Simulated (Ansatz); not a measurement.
Pb under changes of volume

One of the cells (40.672 Å³/atom); the others are scaled copies at fixed shape and fractional positions:

```xyz
2
Lattice="0.0000 3.4390 3.4390 3.4390 0.0000 3.4390 3.4390 3.4390 0.0000" Properties=species:S:1:pos:R:3 pbc="T T T"
Pb    1.7195    1.7195    1.7195
Pb    0.0000    0.0000    0.0000
```

This isn't the form of Pb at room conditions, which is fcc.

* Program: Ansatz 0.2.0
* Functional: LDA
* Potentials or basis: Ansatz PAW
* Cutoff: 420 eV (not typed: the program's choice for these potentials)
* k mesh: 7 × 7 × 7
* Occupations: fermi-dirac, width 0.05 eV
* Spin: no spin polarisation

| volume (Å³/atom) | energy over the lowest point (meV/atom) | pressure (GPa) |
| --- | --- | --- |
| 38.232 | ? | ? |
| 39.045 | 1.51 | 0.7 |
| 39.859 | 0.00 | -0.1 |
| 40.672 | 1.98 | -0.7 |
| 41.486 | 7.05 | -1.3 |
| 42.299 | 14.86 | -1.8 |
| 43.112 | 25.13 | -2.2 |

Task: What does the run at 38.232 Å³/atom give?

Result: Energy over the lowest point 6.93 meV/atom; pressure 1.5 GPa.

Worked out: A Birch-Murnaghan fit of order 3 (a polynomial in V^(-2/3)) to the other rows has its minimum at 39.79 Å³/atom with B0 = V·E''(V) = 34 GPa and B' = 4.7. It gives 6.92 meV/atom at 38.232 Å³/atom, against the run's 6.93, and -dE/dV = 1.5 GPa, against 1.5.

Energies are extrapolated to zero smearing.

Caveats: the PAW data sets come from PBE, with cores solved anew for the run's functional, which leaves a small shift of forces and pressure.
